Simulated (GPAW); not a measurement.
# V (P6_3/mmc) in GPAW: notebook

One crystal, V, is run at these levels: PBEsol+U; tasks: band structure.

Everything below comes from runs of GPAW 26.7.0. Logs are shortened: lines on timing, memory, paths and dates and some standing lists are left out, and cuts for length are marked. The log counts tension as positive stress, the text compression.

## (1) Starting point

The structure is hexagonal, space group P6_3/mmc (No. 194). The conventional cell has a = 2.604 Å, b = 2.604 Å, c = 4.723 Å, α = 90.00°, β = 90.00°, γ = 120.00°. Around V (site symmetry -6m2) lie 12 V at 2.60 to 2.80 Å.

This isn't the form of V at room conditions, which is bcc.

## (2) Band structure, PBEsol+U, collinear spin, ferromagnetic start

The input, run.py:

```python
from ase import Atoms
from ase.dft.bandgap import bandgap
from ase.io import write
from ase.units import GPa
from gpaw import GPAW, PW, setup_paths

setup_paths.insert(0, '.')

atoms = Atoms(['V', 'V'],
              cell=[[2.6042941027, 0.0, 0.0],
                    [-1.3021470513, 2.2553848518, 0.0],
                    [0.0, 0.0, 4.723336]],
              scaled_positions=[[0.3333333333, 0.6666666667, 0.25],
                                [0.6666666667, 0.3333333333, 0.75]],
              pbc=True)
atoms.set_initial_magnetic_moments([2.0, 2.0])

calc = GPAW(mode=PW(600),
            xc='PBEsol',
            kpts={'size': (9, 9, 4), 'gamma': True},
            occupations={'name': 'fermi-dirac', 'width': 0.05},
            setups={'V': ':d,4.0'},
            nbands=26,
            convergence={'density': 1e-05, 'energy': 1e-05},
            maxiter=150,
            txt='gpaw.txt')
atoms.calc = calc
energy = atoms.get_potential_energy()
forces = atoms.get_forces()
stress = atoms.get_stress()
calc.write('gs.gpw')
write('result.traj', atoms)
print(f'Energy: {energy:.6f} eV')
print('Forces (eV/A):')
print(forces.round(4))
print('Stress (GPa):', (stress / GPa).round(3))
print('Moments:', calc.get_magnetic_moments().round(3))
print('Fermi level:', round(calc.get_fermi_level(), 4), 'eV')
print(f'Gap: {bandgap(calc)[0]:.4f} eV, direct: {bandgap(calc, direct=True)[0]:.4f} eV')

path = atoms.cell.bandpath('GMKGALHA,LM,KH', npoints=80, eps=1e-4)
bs_calc = calc.fixed_density(kpts=path, symmetry='off', nbands=37,
                             convergence={'bands': 'CBM+6.0', 'eigenstates': 1e-6}, txt='bands.txt')
bs = bs_calc.band_structure()
bs.write('bs.json')
print(f'Gap on the path: {bandgap(bs_calc)[0]:.4f} eV')
```

Potentials or basis: PAW data sets generated in the run's folder for this functional, pw.

On the command line:

```bash
> gpaw-setup -f PBEsol V
> OMP_NUM_THREADS=1 python run.py
```

gpaw.txt:

```text
__  _  _
 | _ |_)|_||  |
 |__||  | ||/\| - 26.7.0

Input parameters:
  mode=PW(ecut=600.0),
  convergence={'density': 1e-05, 'energy': 1e-05},
  kpts=MonkhorstPack(size=(9, 9, 4), gamma=True),
  maxiter=150,
  nbands=26,
  occupations=Occupations(name='fermi-dirac', width=0.05),
  setups={'V': ':d,4.0'},
  xc=XC(name='PBEsol')

Diagonalizing LCAO Hamiltonian
Converting LCAO to pw mode

          V

        V

Atoms  # Å, Bohr magnetons
|   | symbol |         x |        y |        z |    initial magnetic moments |
|---|--------|-----------|----------|----------|-----------------------------|
| 0 |      V | -0.000000 | 1.503590 | 1.180834 | ( 0.0000,  0.0000,  2.0000) |
| 1 |      V |  1.302147 | 0.751795 | 3.542502 | ( 0.0000,  0.0000,  2.0000) |

Unit cell  # Å
| periodic |         x |        y |        z |  lengths |     angles |
|----------|-----------|----------|----------|----------|------------|
|      yes |  2.604294 | 0.000000 | 0.000000 | 2.604294 |  90.000000 |
|      yes | -1.302147 | 2.255385 | 0.000000 | 2.604294 |  90.000000 |
|      yes |  0.000000 | 0.000000 | 4.723336 | 4.723336 | 120.000000 |

Number of symmetries: 12
Symmetry operations  # r_c * U_cc + t_c -> r_c
|    | kind |            matrix            |
|----|------|------------------------------|
|  0 |  σ   |  1, 1, 0,  0,-1, 0,  0, 0, 1 |
|  1 |  S6  |  1, 1, 0, -1, 0, 0,  0, 0,-1 |
|  2 |  E   |  1, 0, 0,  0, 1, 0,  0, 0, 1 |
|  3 |  C2  |  1, 0, 0, -1,-1, 0,  0, 0,-1 |
|  4 |  C2  |  0, 1, 0,  1, 0, 0,  0, 0,-1 |
|  5 |  C3  |  0, 1, 0, -1,-1, 0,  0, 0, 1 |
|  6 |  S6  |  0,-1, 0,  1, 1, 0,  0, 0,-1 |
|  7 |  σ   |  0,-1, 0, -1, 0, 0,  0, 0, 1 |
|  8 |  σ   | -1, 0, 0,  1, 1, 0,  0, 0, 1 |
|  9 |  i   | -1, 0, 0,  0,-1, 0,  0, 0,-1 |
| 10 |  C3  | -1,-1, 0,  1, 0, 0,  0, 0, 1 |
| 11 |  C2  | -1,-1, 0,  0, 1, 0,  0, 0,-1 |

BZ-sampling:
  Number of BZ points: 324
  Number of IBZ points: 43

  Monkhorst-Pack size: [9, 9, 4]
  Monkhorst-Pack shift: [0.0, 0.0, 0.125]

K-points  # in reciprocal-cell coordinates
|     |                                coordinates |     weight |
|-----|--------------------------------------------|------------|
|   0 | (  0.00000000,   0.00000000,   0.00000000) | 0.00308642 |
|   1 | (  0.00000000,   0.00000000,   0.25000000) | 0.00617284 |
|   2 | (  0.00000000,   0.00000000,   0.50000000) | 0.00308642 |
|   3 | (  0.11111111,   0.00000000,  -0.25000000) | 0.01851852 |
|   4 | (  0.11111111,   0.00000000,   0.00000000) | 0.01851852 |
|   5 | (  0.11111111,   0.00000000,   0.25000000) | 0.01851852 |
|   6 | (  0.11111111,   0.00000000,   0.50000000) | 0.01851852 |
|   7 | (  0.22222222,  -0.11111111,   0.00000000) | 0.01851852 |
|   8 | (  0.22222222,  -0.11111111,   0.25000000) | 0.03703704 |
|   9 | (  0.22222222,  -0.11111111,   0.50000000) | 0.01851852 |
| ... |                                            |            |
|  42 | (  0.44444444,   0.44444444,   0.50000000) | 0.01851852 |

Plane wave coefficients: 936
Cutoff: 600.0 eV

Spin-components: 2 (collinear spins)
Bands:           26
Projectors:      12
Spin-degeneracy: 1
Datatype:        complex128

Parallelization:
  kpt:    1
  domain: 1
  band:   1

Density:
  Valence electrons: 26.0
  Components: 2
  Grid points: [15 15 27]
  Charge: 0.0  # |e|

Potential:
  Grid points: [15 15 27]

species:
  V:
    name:    Vanadium
    Z:       23.0
    valence: 13
    core:    10
    charge:  0.0  # [|e|]
    Hubbard: {U: 4.0,  # eV
              l: 2,
              scale: True}
    compensation charges:
      type: gauss
      rc: 0.37  # [Å]
      lmax: 2
    cutoffs:
      filter: 2.14  # [Å]
      core: 0.96  # [Å]
    projectors
    | kind |    occ | energy [eV] | rcut [Å] |
    |------|--------|-------------|----------|
    |   3s |  2.000 |     -70.022 |    1.254 |
    |   4s |  2.000 |      -4.715 |    1.254 |
    |   3p |  6.000 |     -43.949 |    1.281 |
    |   4p |  0.000 |      -1.426 |    1.281 |
    |   3d |  3.000 |      -5.183 |    1.169 |
    |    d |        |      22.028 |    1.169 |

    Using partial waves for V as LCAO basis

Reference energy: -51585.477082  # eV

eigensolver:
  PPCG
  Converge bands: occupied
  niter=2

density mixing:
  MSR1-Mixer
  Pratt-step length: 0.05
  Maximum mixing coefficient: 0.75
  Old densities: 10
  SVD Regularization: 0.005
  Good broyden scale: 1.0
  Trust region scale: 1.0
  Backstep threshold: 4.0
  History deletion threshold: 6.0
  Fourier metric: weight=20.0, sigma=0.015

occupation numbers:
  Fermi-Dirac:
    width: 0.0500  # eV

poisson solver:
  ecut: 4800.0  # eV

xc functional:
  name: PBEsol with 2 nearest neighbor stencil

convergence criteria:
- Maximum integral of absolute [dens]ity change: 1e-05 electrons / valence electron
- Maximum [total energy] change in last 3 cyles: 1e-05 eV / valence electron
- Maximum integral of absolute [eigenst]ate change: 4e-08 eV^2 / valence electron
maximum number of iterations: 150

SCF iterations
|iter     | |      energy | eigst |  dens |  magmom |
|---------|-|-------------|-------|-------|---------|
|iter:   1| |   -9.626172 | +0.46 |       |  +4.0133|
|iter:   2| |   -9.480979 | -1.47 | -1.02 |  +3.9778|
|iter:   3| |   -9.136456 | -1.50 | -1.07 |  +3.7106|
|iter:   4| |   -9.182998 | -3.37 | -1.81 |  +3.7035|
|iter:   5| |   -9.304859 | -2.92 | -1.93 |  +3.5817|
|iter:   6| |   -9.387039 | -3.03 | -1.98 |  +3.3808|
|iter:   7| |   -9.427192 | -3.48 | -2.07 |  +3.1805|
|iter:   8| |   -9.421554 | -2.49 | -2.18 |  +2.6549|
|iter:   9| |   -9.445316 | -2.67 | -2.10 |  +2.9682|
|iter:  10| |   -9.452111 | -3.98 | -2.14 |  +2.8322|
|iter:  11| |   -9.429360 | -2.69 | -2.07 |  +2.1705|
[... 4 lines left out ...]
|iter:  16| |   -9.459531 | -5.10 | -2.41 |  +2.6825|
|iter:  17| |   -9.462392 | -4.78 | -2.33 |  +2.5942|
|iter:  18| |   -9.466995 | -4.33 | -2.40 |  +2.4415|
|iter:  19| |   -9.462695 | -4.28 | -2.48 |  +2.6059|
|iter:  20| |   -9.471014 | -4.17 | -2.36 |  +2.4061|
|iter:  21| |   -9.475942 | -3.79 | -2.48 |  +2.4705|
|iter:  22| |   -9.480834 | -4.24 | -2.34 |  +2.3430|
|iter:  23| |   -9.480236 | -4.48 | -2.93 |  +2.2285|
|iter:  24| |   -9.481246 | -4.79 | -2.65 |  +2.3032|
|iter:  25| |   -9.481259 | -5.71 | -3.59 |  +2.3189|
|iter:  26| |   -9.481272c| -6.65 | -3.42 |  +2.3141|
|iter:  27| |   -9.481260c| -6.58 | -3.62 |  +2.3112|
|iter:  28| |   -9.481249c| -7.03 | -3.81 |  +2.3059|
|iter:  29| |   -9.481247c| -7.66c| -4.98 |  +2.3054|
|iter:  30| |   -9.481247c| -8.25c| -5.37c|  +2.3056|

Converged in 30 steps
Energy contributions relative to reference atoms: (reference = -51585.477082)

Energy contributions:
  Kinetic:          -0.264476
  Coulomb:           0.327614
  Zero:              0.264094
  External:          0.000000
  Xc:               -9.802815
  Entropy:          -0.011329
  Spinorbit:         0.000000
  ----------------------------
  Free energy:      -9.486912
  Extrapolated:     -9.481247

dipole moment: (0.000000, 0.000000, 0.000000)  # |e|*Ang

Total magnetic moment: (0.000000, 0.000000, 2.305572)

Local magnetic moments
|        x |        y |        z |
|----------|----------|----------|
| 0.000000 | 0.000000 | 1.032043 |  # V    0
| 0.000000 | 0.000000 | 1.032043 |  # V    1

Fermi level: 9.951
Eigenvalues  # (at kpt = [0.000, 0.000, 0.000])
| band index |      eig [eV] | occ [0-1] |      eig [eV] | occ [0-1] |
|------------|---------------|-----------|---------------|-----------|
|          0 |       -55.061 |     1.000 |       -54.024 |     1.000 |
|        ... |               |           |               |           |
|          6 |       -28.404 |     1.000 |       -27.374 |     1.000 |
|          7 |       -28.404 |     1.000 |       -27.374 |     1.000 |
|          8 |         2.305 |     1.000 |         2.756 |     1.000 |
|          9 |         4.798 |     1.000 |         7.052 |     1.000 |
|         10 |         7.000 |     1.000 |         9.251 |     1.000 |
|         11 |         8.925 |     1.000 |        10.556 |     0.000 |
|         12 |         9.016 |     1.000 |        11.231 |     0.000 |
|         13 |         9.016 |     1.000 |        11.232 |     0.000 |
|         14 |         9.314 |     1.000 |        11.578 |     0.000 |
|         15 |         9.314 |     1.000 |        11.578 |     0.000 |
|         16 |        12.018 |     0.000 |        12.833 |     0.000 |
|         17 |        12.018 |     0.000 |        12.833 |     0.000 |
|         18 |        13.103 |     0.000 |        13.942 |     0.000 |
|         19 |        13.103 |     0.000 |        13.942 |     0.000 |
|         20 |        16.019 |     0.000 |        18.511 |     0.000 |
|        ... |               |           |               |           |
|         25 |        33.545 |     0.000 |        34.055 |     0.000 |

No gap
No difference between direct/indirect transitions

Forces  # eV/Ang
|        x |        y |        z |
|----------|----------|----------|
| -0.00000 | -0.00000 |  0.00000 |  # V    0
|  0.00000 |  0.00000 | -0.00000 |  # V    1

Stress tensor  # eV/Ang^3
|         x |         y |         z |
|-----------|-----------|-----------|
| -0.095547 |  0.000000 |  0.000000 |
|  0.000000 | -0.095547 | -0.000000 |
|  0.000000 | -0.000000 | -0.047235 |

# Writing to gs.gpw (mode='')
```

It took 2.5 min on 1 thread of Arm Neoverse V1, shared host; peak memory 0.29 GiB.

What came out:

* Free energy: -9.4869 eV
* Pressure: 12.7 GPa
* Band gap along the path: none (metal or under the smearing width)
* Net moment: 2.31 μB per cell
* Site moments: V +1.03 μB

Stress tensor (GPa, compression positive):
```
15.31  0.00  0.00
 0.00 15.31  0.00
 0.00  0.00  7.57
```

Levels at the corners of the path, in eV from the Fermi level:
Spin up:
| point | band 12 | band 13 | band 14 | band 15 | band 16 | band 17 |
| --- | --- | --- | --- | --- | --- | --- |
| Γ | -1.03 | -0.93 | -0.93 | -0.64 | -0.64 | 2.07 |
| M | -1.81 | -1.61 | -0.36 | 0.80 | 2.20 | 2.31 |
| K | -2.11 | -0.61 | -0.38 | -0.38 | 0.32 | 0.32 |
| Γ | -1.03 | -0.93 | -0.93 | -0.64 | -0.64 | 2.07 |
| A | -3.07 | -0.85 | -0.85 | -0.85 | -0.85 | 2.69 |
| L | -2.93 | 0.25 | 0.25 | 1.84 | 1.84 | 2.28 |
| H | -2.28 | -1.66 | -1.66 | 0.48 | 0.48 | 1.41 |
| A | -3.07 | -0.85 | -0.85 | -0.85 | -0.85 | 2.69 |
| L | -2.93 | 0.25 | 0.25 | 1.84 | 1.84 | 2.28 |
| M | -1.81 | -1.61 | -0.36 | 0.80 | 2.20 | 2.31 |
| K | -2.11 | -0.61 | -0.38 | -0.38 | 0.32 | 0.32 |
| H | -2.28 | -1.66 | -1.66 | 0.48 | 0.48 | 1.41 |
Spin down:
| point | band 9 | band 10 | band 11 | band 12 | band 13 | band 14 | band 15 | band 16 |
| --- | --- | --- | --- | --- | --- | --- | --- | --- |
| Γ | -7.19 | -2.90 | -0.70 | 0.60 | 1.28 | 1.28 | 1.63 | 1.63 |
| M | -2.48 | -2.24 | -2.14 | -0.11 | 0.30 | 1.24 | 1.56 | 4.09 |
| K | -1.51 | -1.08 | -1.03 | -1.03 | 0.30 | 0.30 | 1.48 | 3.29 |
| Γ | -7.19 | -2.90 | -0.70 | 0.60 | 1.28 | 1.28 | 1.63 | 1.63 |
| A | -5.37 | -5.37 | -0.15 | -0.15 | 1.33 | 1.33 | 1.33 | 1.33 |
| L | -2.77 | -2.77 | -1.01 | -1.01 | 1.75 | 1.75 | 2.65 | 2.65 |
| H | -1.14 | -1.14 | -0.86 | -0.86 | -0.16 | -0.16 | 1.90 | 1.90 |
| A | -5.37 | -5.37 | -0.15 | -0.15 | 1.33 | 1.33 | 1.33 | 1.33 |
| L | -2.77 | -2.77 | -1.01 | -1.01 | 1.75 | 1.75 | 2.65 | 2.65 |
| M | -2.48 | -2.24 | -2.14 | -0.11 | 0.30 | 1.24 | 1.56 | 4.09 |
| K | -1.51 | -1.08 | -1.03 | -1.03 | 0.30 | 0.30 | 1.48 | 3.29 |
| H | -1.14 | -1.14 | -0.86 | -0.86 | -0.16 | -0.16 | 1.90 | 1.90 |

Caveat: the U is typed as a test and isn't derived for this compound. The state reached can hang on the start; a lower one may exist.

## (3) Band structure, PBEsol+U, collinear spin, ferromagnetic start

run.py: that of step 2 with these lines changed.

```diff
@@ -21,3 +21,3 @@
             occupations={'name': 'fermi-dirac', 'width': 0.05},
-            setups={'V': ':d,4.0'},
+            setups={'V': ':d,6.0'},
             nbands=26,
```

Potentials or basis: PAW data sets generated in the run's folder for this functional, pw.

On the command line:

```bash
> gpaw-setup -f PBEsol V
> OMP_NUM_THREADS=1 python run.py
```

Run time: 7.8 min. Hardware: 1 thread of Arm Neoverse V1, shared host; peak memory 0.29 GiB.

It converged, with:

| Quantity | Value |
| --- | --- |
| Free energy | -6.2412 eV |
| Pressure | 44.5 GPa |
| Band gap along the path | none (metal or under the smearing width) |
| Net moment | 5.98 μB per cell |
| Site moments | V +2.56 μB |

Stress tensor (GPa, compression positive):
```
54.19  0.00  0.00
 0.00 54.19  0.00
 0.00  0.00 25.02
```

Levels at the corners of the path, in eV from the Fermi level:
Spin up:
```tsv
point	band 13	band 14	band 15	band 16	band 17	band 18	band 19	band 20
Γ	-2.61	-2.61	-1.53	-1.01	0.03	0.03	1.12	1.12
M	-1.23	-1.18	-0.60	0.28	0.39	1.19	3.55	4.84
K	-2.32	-2.20	-2.20	0.44	1.33	1.33	5.27	6.66
Γ	-2.61	-2.61	-1.53	-1.01	0.03	0.03	1.12	1.12
A	-2.81	-2.81	-1.63	-1.63	0.66	0.66	0.66	0.66
L	-0.15	-0.15	0.35	0.35	0.59	0.59	2.65	2.65
H	-3.06	-3.06	-1.42	-1.42	2.33	2.33	6.09	6.09
A	-2.81	-2.81	-1.63	-1.63	0.66	0.66	0.66	0.66
L	-0.15	-0.15	0.35	0.35	0.59	0.59	2.65	2.65
M	-1.23	-1.18	-0.60	0.28	0.39	1.19	3.55	4.84
K	-2.32	-2.20	-2.20	0.44	1.33	1.33	5.27	6.66
H	-3.06	-3.06	-1.42	-1.42	2.33	2.33	6.09	6.09
```
Spin down:
```
point  band 8  band 9  band 10  band 11  band 12  band 13
    Γ  -35.35   -6.78    -1.33    -0.55     3.02     4.74
    M  -35.53   -0.82    -0.68    -0.31     1.19     2.04
    K  -35.92    0.08     0.43     0.78     0.78     2.17
    Γ  -35.35   -6.78    -1.33    -0.55     3.02     4.74
    A  -35.38   -4.89    -4.89     1.79     1.79     4.69
    L  -35.59   -1.25    -1.25     1.25     1.25     2.75
    H  -35.96    0.37     0.37     0.84     0.84     1.93
    A  -35.38   -4.89    -4.89     1.79     1.79     4.69
    L  -35.59   -1.25    -1.25     1.25     1.25     2.75
    M  -35.53   -0.82    -0.68    -0.31     1.19     2.04
    K  -35.92    0.08     0.43     0.78     0.78     2.17
    H  -35.96    0.37     0.37     0.84     0.84     1.93
```

Caveat: a pressure of tens of GPa on the cell as given is suspect, and the run, the potentials or the cell itself is likely at fault; the U is typed as a test and isn't derived for this compound.

(Continued in part 2 of 2.)
